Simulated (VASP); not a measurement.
Wanted: the native input for a VASP 6.6.1 run.

- Task: single point
- Functional: PBE
- Potentials or basis: VASP PAW PBE potentials, release 64 (Ni)
- Cutoff: 520 eV
- k mesh: 14 × 14 × 14
- Occupations: gaussian, width 0.1 eV
- Spin: collinear spin, ferromagnetic start
- Starting moments: [0.8] μB
- Further INCAR settings: ALGO = Normal; EDIFF = 1e-07

The structure of Ni lies in POSCAR:

```
Ni
1.0
    0.0000000000      1.7619350000      1.7619350000
    1.7619350000      0.0000000000      1.7619350000
    1.7619350000      1.7619350000      0.0000000000
Ni
1
Direct
    0.0000000000      0.0000000000      0.0000000000
```

The input as run:

INCAR

```
SYSTEM = Ni
PREC = Accurate
ENCUT = 520
EDIFF = 1E-7
ISMEAR = 0
SIGMA = 0.1
LREAL = .FALSE.
LASPH = .TRUE.
NELM = 150
ALGO = Normal
ISIF = 2
LWAVE = .FALSE.
LCHARG = .FALSE.
ISPIN = 2
MAGMOM = 0.8
LORBIT = 11
LMAXMIX = 4
GGA = PE
```

KPOINTS

```
Automatic mesh
0
G
  14 14 14
  0 0 0
```

Potentials or basis: VASP PAW PBE potentials, release 64 (Ni).

Launch:

```sh
$ cat potpaw_PBE.64/Ni/POTCAR > POTCAR
$ mpirun -np 1 vasp_std > vasp.out
```

It gave:

```
Pressure                                              : -1.1 GPa
Band gap on the k mesh                                : none (metal or under the smearing width)
Net moment                                            : 0.59 μB per cell
Site moments                                          : Ni +0.61 μB
Valence electrons inside the program's atomic spheres : Ni 9.30
```

It took 15 s on 1 thread of Intel(R) Xeon(R) Platinum 8559C (Emerald Rapids), on a shared host, peak memory 0.14 GiB.
